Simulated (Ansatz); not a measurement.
# Cobalt, dhcp under LDA: ground state and equation of state

Aim: take cobalt in the dhcp structure, relax it, solve it on a dense k-mesh, then scale the cell to 7 volumes from 88 to 112 % of the relaxed one and try a fit of the equation of state. The start is antiferromagnetic (alternate layers). The k-meshes are 14×14×4 for the relaxation; 20×20×6 for the dense run; 17×17×5 for the volumes.

Method: DFT LDA (PW92), plane waves (420 eV) with PAW, scalar-relativistic; PBE-made PAW files, in Ansatz 0.2.0.

## Step 1: Starting point

It takes space group P6_3/mmc (No. 194, hexagonal). Conventional cell: a = 2.502 Å, b = 2.502 Å, c = 8.171 Å, α = 90.00°, β = 90.00°, γ = 120.00°. Co (site symmetry -3m) is surrounded by 12 Co at 2.50 Å. Co (site symmetry -6m2) is surrounded by 12 Co at 2.50 Å.

As a file:

```
CELL_PARAMETERS angstrom
2.50188 0.00000 0.00000
-1.25094 2.16670 0.00000
0.00000 0.00000 8.17115
ATOMIC_POSITIONS crystal
Co 0.00000 0.00000 0.00000
Co 0.00000 0.00000 0.50000
Co 0.33333 0.66667 0.25000
Co 0.66667 0.33333 0.75000
```

Starting moments (μB): +1.7 ×2, -1.7 ×2.

## Step 2: Relaxing cell and atoms

File input.yaml:

```yaml
crystal:
  lattice:
    - [2.5018845205, 0.0, 0.0]
    - [-1.2509422603, 2.1666955521, 0.0]
    - [0.0, 0.0, 8.1711548441]
  atoms:
    - { symbol: Co, position: [0.0, 0.0, 0.0], spin: 1.7 }
    - { symbol: Co, position: [0.0, 0.0, 0.5], spin: 1.7 }
    - { symbol: Co, position: [0.3333333333, 0.6666666667, 0.25], spin: -1.7 }
    - { symbol: Co, position: [0.6666666667, 0.3333333333, 0.75], spin: -1.7 }
hamiltonian:
  xc: lda
  pseudopotentials:
    kind: paw
    azcp:
      Co: "pseudopotentials/Co.paw.azcp"
basis:
  ecutwfc: 420
  fft_grid_basis: typed
kpoints:
  mp_grid: { grid: [14, 14, 4], shift: [0, 0, 0] }
magnetization:
  spin_polarized: true
scf:
  occupations: { method: fermi_dirac, width: 0.05 }
relax:
  max_steps: 60
  f_tol: 0.01
  cell: {}
```

Standard output:

```text
Warning: <dir> the record states the generating functional pbe (its physics header spells it `PBE`), which answers neither for hamiltonian.xc's functional nor for the lda family's — results may be inconsistent (PPs are generated against a specific XC)
Warning: RAYON_NUM_THREADS=2 ignored (pool sized by the plan → 2); use --threads N
Engine: ansatz 0.2.0, aarch64-unknown-linux-gnu
Pseudopotentials: kind: paw
Pseudopotential: Co, paw, valence charge 17, recommended cutoff 420 eV (normal), <dir>
Functional definition: SPW92
  exchange = slater_x
  correlation = pw_c
Crystal: 4 atoms, lattice volume = 44.294 Å³
Basis set: ecut = 420 eV, 861 PW (Γ)
Bands: 45, of which v1, the nominal top of the filled ones, is band 34 counted from 1 (33 counted from 0)
Symmetry: 24 space group operations
Space group: P63/mmc (ITA 194), of the structure as read, at distance tolerance 3.5e-5 Å
Magnetic group: BNS 194.263 (UNI 1493), of the structure as read, at distance tolerance 3.5e-5 Å
k-points: 72 of 784
Non-local potential: Co, projectors of the file, l = 0: 3, l = 1: 2, l = 2: 3, l = 3: 1
PAW form: soft (Blöchl's): semilocal exchange-correlation on the pseudo side does not see the compensation charge
PAW frozen core: Co, regenerated for the run's functional, and the local potential with it (the file was generated under x = pbe(κ = 0.804, μ = 0.2195149727645171), c = pbe(β = 0.06672455060314922))
PAW one-centre angular grid: Co, 590 points (default); XC on 64 Gauss nodes
Initial density: superposition of atomic densities (chi_scale 0.1, normalization cell)
Starting moments: Σ|m| = 6.8 μB on 4 of 4 sites
Starting magnetic order: compensated ferrimagnet; no operation exchanges its spin sublattices
Initial wavefunctions: pseudopotential atomic-orbital guess
Functional: x = slater, c = lda
SCF iter   1: F=—  HF=-20249.126914 eV  |F-HF|=—  |Δ(HF+E_count)|=         —  Δρ=8.00e-2 (↑7.45e-2 ↓8.00e-2)  dr2=5.76e0  dr2_m=5.18e-2  M=0.086 μB ∫|m|=6.109 μB  β_m=0.30  ethr=3.10e-3  ⟨swp⟩=5.5  Hψ=21676  notcnv=0  defer=41
Mixer restart at iter 1: flushing history
preconditioner: auto → Kerker (q_TF=auto, 2.930 Å⁻¹)  [metal: Δε(μ)=0.005 eV  Ē_g=8.199 eV  σ=0.050 eV  W_gap=0.03  n_scr=12 (ndim 8)  ℏωp=33.5 eV  f_vac=0.000  D(μ)=8.60/eV (n_scr^D=164)]
spin=Collinear: Kerker preconditioning applied to the charge; magnetization (m = ρ↑ − ρ↓) channel mixes plain (no charge-response kernel on spin).
SCF iter   2: F=—  HF=-20247.214649 eV  |F-HF|=—  |Δ(HF+E_count)|=    1.91e0  Δρ=2.17e-2 (↑1.79e-2 ↓2.17e-2)  dr2=3.90e-1  dr2_m=2.89e-2  M=0.089 μB ∫|m|=6.092 μB  β_m=0.34  ethr=3.10e-3  ⟨swp⟩=2.0  Hψ=11063  notcnv=0  defer=296
SCF iter   3: F=—  HF=-20248.247575 eV  |F-HF|=—  |Δ(HF+E_count)|=    1.03e0  Δρ=1.08e-2 (↑1.08e-2 ↓8.67e-3)  dr2=2.30e-2  dr2_m=2.00e-2  M=0.114 μB ∫|m|=5.933 μB  β_m=0.52  ethr=5.73e-4  ⟨swp⟩=2.0  Hψ=7642  notcnv=0  defer=302
SCF iter   4: F=—  HF=-20253.232761 eV  |F-HF|=—  |Δ(HF+E_count)|=         —  Δρ=3.17e-1 (↑3.17e-1 ↓3.00e-1)  dr2=1.45e-1  dr2_m=3.87e1  M=6.075 μB ∫|m|=6.260 μB  β_m=0.52  ethr=3.39e-5  ⟨swp⟩=2.1  Hψ=12672  notcnv=0  defer=305
Mixer restart at iter 4: flushing history
SCF iter   5: F=—  HF=-20251.439144 eV  |F-HF|=—  |Δ(HF+E_count)|=    1.79e0  Δρ=1.74e-1 (↑1.74e-1 ↓1.63e-1)  dr2=6.74e-2  dr2_m=1.15e1  M=6.242 μB ∫|m|=6.526 μB  β_m=0.76  ethr=3.39e-5  ⟨swp⟩=2.9  Hψ=14357  notcnv=0  defer=307
SCF iter   6: F=—  HF=-20250.758195 eV  |F-HF|=—  |Δ(HF+E_count)|=   6.81e-1  Δρ=3.24e-2 (↑2.53e-2 ↓3.24e-2)  dr2=1.41e-1  dr2_m=2.95e-1  M=6.361 μB ∫|m|=6.772 μB  β_m=0.81  ethr=3.39e-5  ⟨swp⟩=2.6  Hψ=14241  notcnv=0  defer=332
SCF iter   7: F=—  HF=-20250.747376 eV  |F-HF|=—  |Δ(HF+E_count)|=   1.08e-2  Δρ=8.56e-3 (↑8.56e-3 ↓4.49e-3)  dr2=2.61e-2  dr2_m=2.80e-3  M=6.372 μB ∫|m|=6.808 μB  β_m=0.74  ethr=3.39e-5  ⟨swp⟩=2.6  Hψ=12625  notcnv=0  defer=332
SCF iter   8: F=—  HF=-20250.736682 eV  |F-HF|=—  |Δ(HF+E_count)|=   1.07e-2  Δρ=3.40e-3 (↑9.66e-4 ↓3.40e-3)  dr2=9.57e-3  dr2_m=7.20e-4  M=6.381 μB ∫|m|=6.822 μB  β_m=0.87  ethr=3.39e-5  ⟨swp⟩=2.0  Hψ=13002  notcnv=0  defer=334
SCF iter   9: F=—  HF=-20250.736930 eV  |F-HF|=—  |Δ(HF+E_count)|=   2.48e-4  Δρ=2.77e-3 (↑2.62e-3 ↓2.77e-3)  dr2=5.27e-3  dr2_m=2.91e-4  M=6.387 μB ∫|m|=6.831 μB  β_m=0.65  ethr=1.41e-5  ⟨swp⟩=2.0  Hψ=10212  notcnv=0  defer=333
SCF iter  10: F=—  HF=-20250.735693 eV  |F-HF|=—  |Δ(HF+E_count)|=   1.24e-3  Δρ=1.67e-3 (↑3.71e-4 ↓1.67e-3)  dr2=7.73e-4  dr2_m=2.49e-4  M=6.385 μB ∫|m|=6.829 μB  β_m=0.83  ethr=7.75e-6  ⟨swp⟩=2.0  Hψ=9894  notcnv=0  defer=333
SCF iter  11: F=—  HF=-20250.735984 eV  |F-HF|=—  |Δ(HF+E_count)|=   2.91e-4  Δρ=8.06e-4 (↑2.21e-4 ↓8.06e-4)  dr2=2.84e-4  dr2_m=4.39e-5  M=6.384 μB ∫|m|=6.828 μB  β_m=0.91  ethr=1.14e-6  ⟨swp⟩=1.6  Hψ=7883  notcnv=0  defer=333
SCF iter  12: F=—  HF=-20250.735994 eV  |F-HF|=—  |Δ(HF+E_count)|=   1.02e-5  Δρ=1.75e-4 (↑8.55e-5 ↓1.75e-4)  dr2=1.48e-5  dr2_m=1.06e-6  M=6.384 μB ∫|m|=6.828 μB  β_m=0.96  ethr=4.17e-7  ⟨swp⟩=2.2  Hψ=9198  notcnv=0  defer=333
SCF iter  13: F=—  HF=-20250.735993 eV  |F-HF|=—  |Δ(HF+E_count)|=   3.85e-7  Δρ=2.16e-5 (↑2.05e-5 ↓2.16e-5)  dr2=4.57e-7  dr2_m=2.36e-8  M=6.384 μB ∫|m|=6.828 μB  β_m=0.98  ethr=2.18e-8  ⟨swp⟩=2.2  Hψ=9207  notcnv=0  defer=333
SCF iter  14: F=—  HF=-20250.735993 eV  |F-HF|=—  |Δ(HF+E_count)|=   1.63e-8  Δρ=1.04e-5 (↑1.04e-5 ↓4.80e-6)  dr2=5.32e-8  dr2_m=8.30e-9  M=6.384 μB ∫|m|=6.828 μB  β_m=0.99  ethr=6.71e-10  ⟨swp⟩=1.4  Hψ=6578  notcnv=0  defer=333
SCF iter  15: F=-20250.735993 eV  HF=-20250.735993 eV  |F-HF|=6.35e-8  |Δ(HF+E_count)|=   9.00e-9  Δρ=1.04e-5 (↑3.14e-6 ↓1.04e-5)  dr2=7.31e-8  dr2_m=5.51e-9  M=6.384 μB ∫|m|=6.828 μB  ethr=7.83e-11  ⟨swp⟩=2.1  Hψ=19666  notcnv=0
WARN: the starting moments were not kept: 2 of 4 ended reversed and 2 kept their direction, counting a site from 0.1 μB. The largest reversed, site 3 (counted from 0, in the order of the report's site_moments_mub), started with -1.7 μB and closes at +1.7e0 μB in its sphere. The starting moments cancel, and the net magnetisation is 6.4e0 μB in size, over 0.1 of its absolute magnetisation of 6.8e0 μB. The SCF closed on another magnetic arrangement than the starting moments describe; that does not show which of the two is lower. To try another start: change the starting moments (crystal.atoms[].spin, magnetization.per_species, magnetization.initial_magnetization, or on a non-collinear deck that types none of these the spinor_matrix: blocks that start its atoms; where the total moment is fixed, keep their sum and leave initial_magnetization as it is; typed ones take the place of any that the run laid by itself, positive ones on a crystal's lanthanoids without a Hubbard term where scf.initial_density.shell_occupations: [] is typed); see also scf.mixing.spin_hold.
SCF 1 converged in 15 iterations: F = -20250.735993 eV  dr2 = 7.31e-8
relax step   1: F+E_penalty+E_count = -20250.73599330 eV  Δ(F+E_penalty+E_count) = +0.000e0 eV  max|allowed force component| = 3.354e-17 eV/Å  Δτ_max = 0.0000 Å  P = -21.375 GPa  Ω = 44.294 Å³  (15 SCF iters, dr2 threshold 1.00e-7 eV, accepted)
[... from here on, the SCF cycles and remarks between the steps are left out ...]
relax step   2: F+E_penalty+E_count = -20250.99559474 eV  Δ(F+E_penalty+E_count) = -2.596e-1 eV  max|allowed force component| = 4.626e-17 eV/Å  Δτ_max = 0.0000 Å  P = -10.049 GPa  Ω = 41.772 Å³  energy of the carried Pulay correction = +4.833e-3 eV  (12 SCF iters, dr2 threshold 4.00e-7 eV, accepted)
relax step   3: F+E_penalty+E_count = -20251.05014249 eV  Δ(F+E_penalty+E_count) = -5.455e-2 eV  max|allowed force component| = 1.850e-17 eV/Å  Δτ_max = 0.0000 Å  P = +2.680 GPa  Ω = 39.762 Å³  energy of the carried Pulay correction = +8.893e-3 eV  (9 SCF iters, dr2 threshold 4.00e-7 eV, accepted)
relax step   4: F+E_penalty+E_count = -20251.05245531 eV  Δ(F+E_penalty+E_count) = -2.313e-3 eV  max|allowed force component| = 5.782e-18 eV/Å  Δτ_max = 0.0000 Å  P = -0.200 GPa  Ω = 40.169 Å³  energy of the carried Pulay correction = +8.055e-3 eV  (12 SCF iters, dr2 threshold 4.00e-7 eV, accepted)
relax step   5: F+E_penalty+E_count = -20251.05253235 eV  Δ(F+E_penalty+E_count) = -7.704e-5 eV  max|allowed force component| = 9.252e-18 eV/Å  Δτ_max = 0.0000 Å  P = -0.004 GPa  Ω = 40.141 Å³  energy of the carried Pulay correction = +8.114e-3 eV  (8 SCF iters, dr2 threshold 1.17e-7 eV, accepted)
relax step   6: F+E_penalty+E_count = -20251.04817232 eV  Δ(F+E_penalty+E_count) = +4.360e-3 eV  max|allowed force component| = 1.330e-17 eV/Å  Δτ_max = 0.0000 Å  P = -0.235 GPa  Ω = 40.141 Å³  stress off target by 2.42e-1 GPa  SCF on the basis re-selected at this cell (its energy is not comparable with the rows above)  (12 SCF iters)
relax step   7: F+E_penalty+E_count = -20251.04826317 eV  Δ(F+E_penalty+E_count) = -9.085e-5 eV  max|allowed force component| = 4.163e-17 eV/Å  Δτ_max = 0.0000 Å  P = +0.003 GPa  Ω = 40.107 Å³  energy of the carried Pulay correction = +6.619e-5 eV  (8 SCF iters, dr2 threshold 1.46e-7 eV, accepted)
relax step   8: F+E_penalty+E_count = -20251.04822170 eV  Δ(F+E_penalty+E_count) = +4.147e-5 eV  max|allowed force component| = 5.551e-17 eV/Å  Δτ_max = 0.0000 Å  P = -0.000 GPa  Ω = 40.107 Å³  stress off target by 2.13e-3 GPa  SCF on the basis re-selected at this cell (its energy is not comparable with the rows above)  (8 SCF iters)
basis re-selected at this cell: Δ(F+E_penalty+E_count) = +4.147e-5 eV, ΔP = -0.003 GPa vs the last step (what re-selecting the basis moved, of the pressure what is left beyond the Pulay correction that the steps carried, after the strain that the cell walked since its last selection, with what the two solves' SCF thresholds leave and, on support functions, any second-order correction that the steps lacked; it is no measure of the basis error at this ecutwfc). This SCF's stress stands 2.13e-3 GPa from its target on what of the cell is left free (relax.cell.stress_tol is 5.00e-2 GPa) and its largest allowed force component is 5.55e-17 eV/Å (relax.f_tol is 1.00e-2 eV/Å): within both
SCF converged after 8 iterations
Magnetization: 6.1079 μB (37.0539 up, 30.9461 down)
Absolute magnetization: 6.4735 μB (∫|ρ↑−ρ↓|, with the PAW one-centre terms)
Spin contamination: 0.0610 ħ² per cell (⟨S²⟩ above its minimum at these occupations)
Per-site moments (μB) at R_I (Å): [(1.5592648028008465, 0.9958760565269591), (1.5592648028008453, 0.9958760565269589), (1.5789068641414303, 0.9958760565269591), (1.5789068641414294, 0.9958760565269589)]
Free energy (F): -20251.048222 eV
Harris-Foulkes:  -20251.048222 eV  (|F-HF|=3.64e-12)
Internal energy: -20251.023417 eV  (E = F + TS)
E sigma→0 (E₀):  -20251.035819 eV
Entropy (-TS):   -0.024805 eV (-6.201 meV/atom)
Fermi energy:    20.121883 eV
--- Per-component energies (eV) ---
  E_band       = -871.166039
  E_kinetic    = 1825.460664
  E_local      = -10893.169323  (includes V_loc(G=0)·N_el)
  E_nonlocal   = 1836.987614
  E_hartree    = 4570.169689
  E_xc         = -634.055022
  E_vxc        = -823.190370  (∫ρ·V_xc dr)
  E_paw        = -5810.322737  (= ΣΔE_a)
  E_vpaw       = -1957.593869  (= ΣTr[D̂ρ^β])
  E_aug_tail   = 0.000127  (compensation charges beyond the density's cutoff)
  E_ewald      = -11147.767431
  E_core_change = 1.673002  (= ΣΔE_core)
  E_smearing   = -0.024805  (= −TS)
  E_closure    = -0.000000  (closes the sum)
  Σ components = -20251.048222   (vs F -20251.048222, Δ=0.00e0)
--- Forces (eV/Å), atoms counted from 1 ---
  atom   1  Co    -0.00000000    -0.00000000    -0.00000000
  atom   2  Co     0.00000000    -0.00000000     0.00000000
  atom   3  Co    -0.00000000    -0.00000000     0.00000000
  atom   4  Co     0.00000000     0.00000000     0.00000000
  max |Σ_I F_I| component: 6.94e-18 eV/Å
--- Stress (GPa, compression-positive) ---
       -0.001649       0.000000       0.000000
        0.000000      -0.001649       0.000000
        0.000000       0.000000       0.002131
  P = ⅓ Tr σ = -0.0004 GPa (-0.004 kbar)
--- Relaxed structure (6 steps of the walk, 6 accepted, 2 SCFs on fresh bases) ---
  F+E_penalty+E_count = -20251.04822170 eV   max|allowed force component| = 5.551e-17 eV/Å   (the final SCF, on the basis selected at the relaxed cell)
  cell:  # Å, volume = 40.1066 Å³
    - [2.4266360965543297, 2.799925991189095e-11, 0.0]
    - [-1.213318048301413, 2.101528505342358, 0.0]
    - [0.0, 0.0, 7.86457841386675]
  atoms:
    - { symbol: Co, position: [1.8042417967988732e-34, 1.4091276723601105e-35, -1.1600791596643639e-35] }
    - { symbol: Co, position: [2.68864333718225e-35, 1.5132931678698433e-35, 0.4999999999999999] }
    - { symbol: Co, position: [0.33333333333333326, 0.6666666666666665, 0.24999999999999994] }
    - { symbol: Co, position: [0.6666666666666665, 0.3333333333333333, 0.7499999999999998] }
```

Wall time 85 s (2 threads of Arm Neoverse V1, shared host); peak memory 0.49 GiB.

Step by step:

```csv
step,energy change (meV/atom),largest force (eV/Å),pressure (GPa),volume (Å³/atom)
1,0.00,0.0000,-21.38,11.074
2,-64.90,0.0000,-10.05,10.443
3,-78.54,0.0000,2.68,9.941
4,-79.12,0.0000,-0.20,10.042
5,-79.13,0.0000,0.00,10.035
6,-78.04,0.0000,-0.23,10.035
7,-78.07,0.0000,0.00,10.027
8,-78.06,0.0000,0.00,10.027
```

Steps that repeat a cell are solved on a basis chosen anew, so their changes of energy are no gain of the relaxation.

The cell of the run, before and after:

|  | before | after | change |
| --- | --- | --- | --- |
| a (Å) | 2.502 | 2.427 | -3.0 % |
| b (Å) | 2.502 | 2.427 | -3.0 % |
| c (Å) | 8.171 | 7.865 | -3.8 % |
| volume (Å³/atom) | 11.074 | 10.027 | -9.5 % |
| shortest distance (Å) | 2.502 | 2.414 | -3.5 % |
| space group (spins left aside) | P6_3/mmc | P6_3/mmc | same |

## Step 3: The energy on a finer k-mesh

File input.yaml:

```yaml
crystal:
  lattice:
    - [2.4266360966, 0.0, 0.0]
    - [-1.2133180483, 2.1015285053, 0.0]
    - [0.0, 0.0, 7.8645784139]
  atoms:
    - { symbol: Co, position: [0.0, 0.0, 1.0], spin: 1.559 }
    - { symbol: Co, position: [0.0, 0.0, 0.5], spin: 1.559 }
    - { symbol: Co, position: [0.3333333333, 0.6666666667, 0.25], spin: 1.579 }
    - { symbol: Co, position: [0.6666666667, 0.3333333333, 0.75], spin: 1.579 }
hamiltonian:
  xc: lda
  pseudopotentials:
    kind: paw
    azcp:
      Co: "pseudopotentials/Co.paw.azcp"
basis:
  ecutwfc: 420
  fft_grid_basis: typed
kpoints:
  mp_grid: { grid: [20, 20, 6], shift: [0, 0, 0] }
magnetization:
  spin_polarized: true
scf:
  occupations: { method: fermi_dirac, width: 0.05 }
output:
  write_density: true
  write_potential: true
  elf: true
  volumetric_format: npy
```

Standard output, cut to the lines that bear on the results:

```text
Warning: <dir> the record states the generating functional pbe (its physics header spells it `PBE`), which answers neither for hamiltonian.xc's functional nor for the lda family's — results may be inconsistent (PPs are generated against a specific XC)
Warning: RAYON_NUM_THREADS=2 ignored (pool sized by the plan → 2); use --threads N
[...]
[... 3 set-up lines as earlier in the session ...]
[...]
Crystal: 4 atoms, lattice volume = 40.107 Å³
Basis set: ecut = 420 eV, 753 PW (Γ)
Bands: 45, of which v1, the nominal top of the filled ones, is band 34 counted from 1 (33 counted from 0)
[... 1 set-up line as earlier in the session ...]
Space group: P63/mmc (ITA 194), of the structure as read, at distance tolerance 3.4e-5 Å
Magnetic group: BNS 194.263 (UNI 1493), of the structure as read, at distance tolerance 3.4e-5 Å
k-points: 176 of 2400
[...]
Starting moments: Σ|m| = 6.276 μB on 4 of 4 sites
[...]
SCF iter   1: F=—  HF=-20249.890774 eV  |F-HF|=—  |Δ(HF+E_count)|=         —  Δρ=1.13e-1 (↑6.50e-2 ↓1.13e-1)  dr2=6.99e0  dr2_m=2.33e-1  M=5.858 μB ∫|m|=6.008 μB  β_m=0.30  ethr=3.10e-3  ⟨swp⟩=5.7  Hψ=52726  notcnv=0  defer=17
[...]
SCF iter  13: F=-20251.041942 eV  HF=-20251.041942 eV  |F-HF|=8.97e-8  |Δ(HF+E_count)|=   7.45e-9  Δρ=1.28e-5 (↑3.60e-6 ↓1.28e-5)  dr2=9.95e-8  dr2_m=8.51e-9  M=6.194 μB ∫|m|=6.554 μB  ethr=3.70e-11  ⟨swp⟩=5.8  Hψ=47848  notcnv=0
[...]
SCF converged after 13 iterations
Magnetization: 6.1940 μB (37.0970 up, 30.9030 down)
Absolute magnetization: 6.5555 μB (∫|ρ↑−ρ↓|, with the PAW one-centre terms)
Spin contamination: 0.0617 ħ² per cell (⟨S²⟩ above its minimum at these occupations)
Per-site moments (μB) at R_I (Å): [(1.5800330049643134, 0.9958760565284108), (1.580033004964313, 0.9958760565284108), (1.6000927966555099, 0.9958760565284108), (1.6000927966555094, 0.9958760565284108)]
Free energy (F): -20251.041942 eV
[...]
E sigma→0 (E₀):  -20251.026930 eV
Entropy (-TS):   -0.030023 eV (-7.506 meV/atom)
Fermi energy:    20.113219 eV
[...]
--- Band table (eV; the first three rows and the last of 352) ---
[...]
```

Run time: 37 s. Hardware: 2 threads of Arm Neoverse V1, shared host; peak memory 0.75 GiB.

Density in a lattice plane of the grid's cell (edges 2.43 and 7.86 Å, at 0.000 of the third edge), which holds Co. It is the smooth density of the valence electrons, not physical close to the nuclei.

Ten even steps from ' ' (0.30 e/Å³) to '@' (56.91 e/Å³):
```
::..          ..
                
                
                
                
                
                
                
::..          ..
@@==          ==
::..          ..
                
                
                
                
                
                
                
::..          ..
@@==          ==
```
Columns run along the first of these edges and rows up along the second, over one cell in 8 and 20 even steps from the bottom left corner. Atoms in the plane (fractional): Co at (0.00, 1.00), Co at (0.00, 0.50).

Spin density (up less down) in a lattice plane of the grid's cell (edges 2.43 and 7.86 Å, at 0.000 of the third edge), which holds Co.

Ten even steps from ' ' (-0.02 e/Å³) to '@' (7.11 e/Å³):
```
::..          ..
                
                
                
                
                
                
                
::..          ..
@@==          ==
::..          ..
                
                
                
                
                
                
                
::..          ..
@@==          ==
```
Columns run along the first of these edges and rows up along the second, over one cell in 8 and 20 even steps from the bottom left corner. Atoms in the plane (fractional): Co at (0.00, 1.00), Co at (0.00, 0.50).

[end of part 1 of 2]
